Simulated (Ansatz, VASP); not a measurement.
# ZnIn15P16H (Zn-H pair in InP): VASP beside Ansatz

One calculation is typed for both programs; each brings its own data sets. How far apart do they land? The cell is taken from a series of runs on this material, whose earlier steps may have relaxed, scaled, displaced or heated it; both programs get it as it stands.

Program: Ansatz 0.2.0. Level of theory: plane waves, with VASP 6.6.1 beside it; single point at HSE06. Results are calculated unless marked as measured.

**1. Set-up**

The cell holds 33 atoms: 15 In, 1 Zn, 16 P and 1 H. Its edges and angles: a = 10.323 Å, b = 10.323 Å, c = 10.323 Å, α = 109.5°, β = 109.5°, γ = 109.5°. It derives from InP (InP (F-43m)). Nearest the centre at fractional (0.183, 0.500, 0.250): H33 at 1.19 Å, Zn16 at 1.34 Å, P19 at 2.25 Å, P28 at 2.82 Å, P22 at 2.82 Å, P23 at 2.82 Å, In13 at 3.78 Å, In3 at 3.78 Å.

**2. VASP: single point, HSE06**

A single point gives forces, pressure and levels at one fixed geometry, so differences don't come from the geometry; what else differs is listed under the comparison.

Lines of VASP's logs that name or quote its potential files are left out, and so is its time.

The run reads the wave functions of an earlier VASP run, which isn't shown here.

File INCAR:

```
SYSTEM = ZnIn15P16H
PREC = Accurate
ENCUT = 400
EDIFF = 1E-06
NELM = 100
ISMEAR = -1
SIGMA = 0.01
LREAL = Auto
ALGO = Normal
LHFCALC = .TRUE.
AEXX = 0.25
GGA = PE
HFSCREEN = 0.208
LASPH = .TRUE.
NBANDS = 167
PRECFOCK = Fast
LORBIT = 11
LWAVE = .FALSE.
LCHARG = .FALSE.
ISIF = 2
```

File POSCAR:

```
ZnIn15P16H
1.0
   -5.9600683665      5.9600683665     -5.9600683665
    5.9600683665      5.9600683665      5.9600683665
    5.9600683665     -5.9600683665     -5.9600683665
In Zn P H
15 1 16 1
Direct
    0.0053258218      0.0043520136      0.0013698960
    0.0053632862      0.2514903707      0.7542869041
    0.9977988707      0.4999710413      0.5100254477
    0.9979122675      0.7601186560      0.2499250867
    0.2487877462      0.9976061732      0.7475306716
    0.2538192361      0.2529139753      0.4983428782
    0.2538364481      0.7484485026      0.0027856589
    0.5008949087      0.9955328799      0.4969496956
    0.4980304533      0.2479373658      0.2498872353
    0.4980227404      0.4999484609      0.9978281968
    0.5008875598      0.7470379278      0.7454167082
    0.7511234511      0.0023238409      0.2498683184
    0.7378092235      0.2398415834      0.9897695947
    0.7511177771      0.4999472978      0.7523014718
    0.7500540029      0.7520248095      0.5019274677
    0.3127017918      0.4999390420      0.2498303525
    0.0010607566      0.9991509205      0.7490567447
    0.0030310375      0.2503830093      0.5017594677
    0.9653967988      0.4999814368      0.2499269872
    0.0030538910      0.7518511487      0.0003109393
    0.2526554694      0.0015135677      0.4994987905
    0.2525814856      0.2575691200      0.2498407624
    0.2526056043      0.4999655048      0.0074850739
    0.2526174775      0.7495424060      0.7513600491
    0.5018713392      0.0007940793      0.2498760600
    0.4952803159      0.2479087717      0.9978256418
    0.5018543009      0.4999699733      0.7507003248
    0.4949381585      0.7423271099      0.4922173114
    0.7511323967      0.9984359910      0.9979510887
    0.7511511597      0.2480382484      0.7483784370
    0.7472504374      0.4999807425      0.5020141707
    0.7473058809      0.7520269549      0.2498737434
    0.0674508029      0.5000284528      0.2500823211
```

File KPOINTS:

```
Automatic mesh
0
Gamma
1 1 1
0 0 0
```

Potentials, in the order of the species: In_d, Zn, P and H (PBE family, release 64).

Command:

```
$ export OMP_NUM_THREADS=3
$ mpirun -np 1 vasp_gam
```

Numbers of over 12 decimals in the logs are rounded to 6 here.

The log of the run:

```text
[banner, memory and clock lines left out]
running    1 mpi-ranks, on    1 nodes
[...]
Offloading initialized ...    1 GPUs detected
[...]
LDA part: xc-table for (Slater+PW92), standard interpolation
 found WAVECAR, reading the header
 POSCAR, INCAR and KPOINTS ok, starting setup
[...]
reading WAVECAR
 the WAVECAR file was read successfully
 initial charge from wavefunction
 entering main loop
       N       E                     dE             d eps       ncg     rms          rms(c)
DAV:   1    -0.157018815485E+03   -0.15702E+03   -0.73966E+00   460   0.143E+01    0.141E+01
DAV:   2    -0.157115098353E+03   -0.96283E-01   -0.10169E+00   380   0.439E+00    0.115E+01
DAV:   3    -0.157120828994E+03   -0.57306E-02   -0.13963E-01   412   0.136E+00    0.961E+00
DAV:   4    -0.157118821278E+03    0.20077E-02   -0.11757E-02   404   0.474E-01    0.626E+00
[...]
DAV:   8    -0.157117645049E+03    0.27085E-04   -0.17061E-05   348   0.149E-02    0.896E-01
DAV:   9    -0.157117637936E+03    0.71125E-05   -0.70141E-06   292   0.846E-03    0.540E-01
DAV:  10    -0.157117637134E+03    0.80193E-06   -0.25377E-06   244   0.520E-03
   1 F= -.15711764E+03 E0= -.15711764E+03  d E =-.159959E-13
```

Parts of OUTCAR (step 2):

```text
  Total       -3.5469364     -3.5341312     -3.5124175     -8.1997463     -8.1398279      8.2058314
  in kB       -6.7104288     -6.6862027     -6.6451226    -15.5130531    -15.3996940     15.5245657
  external PRESSURE =      -6.6805847 kB  Pullay stress =       0.0000000 kB

 POSITION                                       TOTAL-FORCE (eV/Angst)
 -----------------------------------------------------------------------------------
      0.00236      0.04952     -0.01397        -0.006541     -0.007002      0.004892
      5.96254     -2.96474     -3.02867        -0.006180     -0.004863      0.005221
      0.07270      5.88702     -6.00687        -0.009719      0.009564      0.077660
      0.07230      8.98841     -2.90684        -0.010041     -0.078966     -0.010497
      8.91834      2.97326      0.00768         0.008208      0.004578     -0.005718
      2.96476      0.05001     -2.97555         0.003584     -0.004808     -0.005620
      2.96452      5.95708      2.93132         0.004688      0.006233      0.005582
      5.90993      5.95696     -0.01378         0.007743      0.006700      0.004680
     -0.00123      2.95667     -2.97992        -0.006418      0.016310     -0.006235
      5.95860      0.00085     -5.93565        -0.006084      0.006824     -0.017202
      5.90981      2.99499     -2.97566         0.004836     -0.003624     -0.005239
     -2.97366      3.00137     -5.95213        -0.004988     -0.008149     -0.006211
      2.93117     -0.07223     -8.86702         0.078839      0.009625     -0.010379
      2.98677      2.97267     -5.98076        -0.005514      0.005677      0.007365
[...]
-----------------------------------------------------------------------------------
    total drift:                                0.007285     -0.006713      0.005569

  FREE ENERGIE OF THE ION-ELECTRON SYSTEM (eV)
  ---------------------------------------------------
  free  energy   TOTEN  =      -157.1176371343 eV

  energy  without entropy=     -157.1176371343  energy(sigma->0) =     -157.11763713

[... 3 further parts left out ...]
[key lines of the parts left out:]
E-fermi :   4.3534
```

The run ends at a pressure of -0.67 GPa, with forces up to 19 eV/Å.

(Continued in part 2 of 2.)

[Lines on the potential files, build, host, timing and source positions are cut from VASP's logs without a mark.]

[Logs are printed without paths, hosts, clocks, repeated set-up lines and the standing remarks that a program may print on its own settings, such as how far it seeks lower states.]

[Hosts, paths, dates, database ids (printed as entryN), source tags and the programs' standing remarks are cut or masked in the printed files.]
